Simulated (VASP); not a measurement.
The system is GeS.

```xyz
8
Lattice="10.3840 0.0000 0.0000 0.0000 3.7130 0.0000 0.0000 0.0000 4.1721" Properties=species:S:1:pos:R:3 pbc="T T T"
Ge    1.2285    0.9282    0.4977
Ge    3.9635    2.7847    2.5838
Ge    6.4205    0.9282    1.5883
Ge    9.1556    2.7847    3.6744
S     8.8583    0.9282    2.0559
S     6.7178    2.7847    4.1420
S     3.6662    0.9282    0.0301
S     1.5258    2.7847    2.1162
```

The cell isn't the ideal one: a relaxed cell with its volume scaled by 1.06.

- Program: VASP 6.6.1
- Task: relaxation of shape and atoms at fixed volume
- Functional: LDA
- Potentials or basis: VASP PAW LDA potentials, release 64 (Ge_d, S)
- Cutoff: 600 eV
- k mesh: 4 × 8 × 6
- Occupations: gaussian, width 0.03 eV
- Spin: no spin polarisation

At the start: pressure -3.9 GPa; volume 20.11 Å³/atom.

Question: Where does the relaxation end?

Answer: Over 6 steps the energy falls by 6.7 meV/atom; space group Pnma (No. 62, to 0.05 Å).

The path:
| step | energy change (eV) | largest force (eV/Å) | pressure (GPa) |
| --- | --- | --- | --- |
| 1 | 0.0000 | 0.3591 | -3.92 |
| 2 | -0.0308 | 0.2096 | -3.26 |
| 3 | -0.0468 | 0.0382 | -2.31 |
| 4 | -0.0511 | 0.0219 | -2.22 |
| 5 | -0.0538 | 0.0132 | -2.02 |
| 6 | -0.0539 | 0.0085 | -2.04 |

Final structure:
```
Ge S
1.0
    10.42231    0.00000    0.00000
     0.00000    3.65340    0.00000
     0.00000    0.00000    4.22457
Ge S
4 4
Direct
  0.12203 0.25000 0.12496
  0.37797 0.75000 0.62496
  0.62203 0.25000 0.37504
  0.87797 0.75000 0.87504
  0.85054 0.25000 0.49754
  0.64946 0.75000 0.99754
  0.35054 0.25000 0.00246
  0.14946 0.75000 0.50246
```
